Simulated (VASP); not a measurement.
# Ga: equation of state with PBE

Ga:

```
CELL_PARAMETERS angstrom
1.45000 -4.06500 0.00000
1.45000 4.06500 0.00000
0.00000 0.00000 3.17000
ATOMIC_POSITIONS crystal
Ga 0.13300 0.86700 0.75000
Ga 0.86700 0.13300 0.25000
```

This isn't the form of Ga at room conditions, which is orthorhombic.

| Quantity | Value |
| --- | --- |
| Program | VASP 6.6.1 |
| Task | equation of state |
| Functional | PBE |
| Potentials or basis | VASP PAW PBE potentials, release 64 (Ga_d) |
| Cutoff | 520 eV |
| k mesh | 10 × 10 × 8 |
| Occupations | fermi-dirac, width 0.05 eV |
| Spin | no spin polarisation |

```yaml
Equilibrium_volume: 19.24 Å³/atom
Bulk_modulus_at_fixed_shape_and_positions: 49 GPa
Pressure_derivative_of_the_bulk_modulus: 5.2
```

Energy against volume, from the lowest point:
| volume (Å³/atom) | energy (meV/atom) |
| --- | --- |
| 17.564 | 26.84 |
| 17.937 | 15.43 |
| 18.311 | 7.39 |
| 18.685 | 2.36 |
| 19.058 | 0.00 |
| 19.432 | 0.01 |
| 19.806 | 2.09 |

All runs of the series together: 8.9 min on 1 thread of Intel(R) Xeon(R) Platinum 8488C (Sapphire Rapids), with other jobs on the host.

Caveat: the cell was scaled at fixed shape and fractional positions, which overstates the stiffness of a crystal with free parameters, most of all of layers and chains.
